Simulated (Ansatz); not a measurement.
## GaSb: do energies and stresses tell the same story?

Theory: DFT PBE, scalar-relativistic, plane waves, PAW (Ansatz 0.2.0).

Cutoff 420 eV; k points 12×12×12 on the computed 2-atom cell (Γ-centred); Gaussian smearing, width 0.10 eV; no spin polarisation.

Relaxed cell: F-43m, a = 6.214 Å, b = 6.214 Å, c = 6.214 Å, α = 90.00°, β = 90.00°, γ = 90.00°, 2 atoms in the primitive cell.

Energies at zero smearing and pressures from the stress tensor, at volumes with shape and atoms relaxed:
```
V (Å³/atom) E − E(first) (meV/atom) P (GPa)
     28.192                     0.00     3.20
     29.091                   -12.94     1.47
     29.991                   -16.94     0.00
     30.891                   -13.36    -1.23
     31.790                    -3.44    -2.27
```

Check P = −dE/dV between neighbouring volumes, and get the bulk modulus from the pressures alone.

With 1 eV/Å³ = 160.2 GPa:
```csv
middle V (Å³/atom),−ΔE/ΔV (GPa),mean P (GPa)
28.641,2.305,2.332
29.541,0.711,0.732
30.441,-0.637,-0.618
31.341,-1.767,-1.752
```

The two differ by 0.03 GPa at most. The mean of two end pressures misses the average over a step by about ΔV² P″/12, up to 0.02 GPa here; with that taken off 0.00 GPa remains. Around V = 29.991 Å³/atom, the two neighbours give B = −V ΔP/ΔV = 29.991 × 2.70 / 1.799 = 45.0 GPa, against B0 = 44.7 GPa from the Birch–Murnaghan fit of the energies.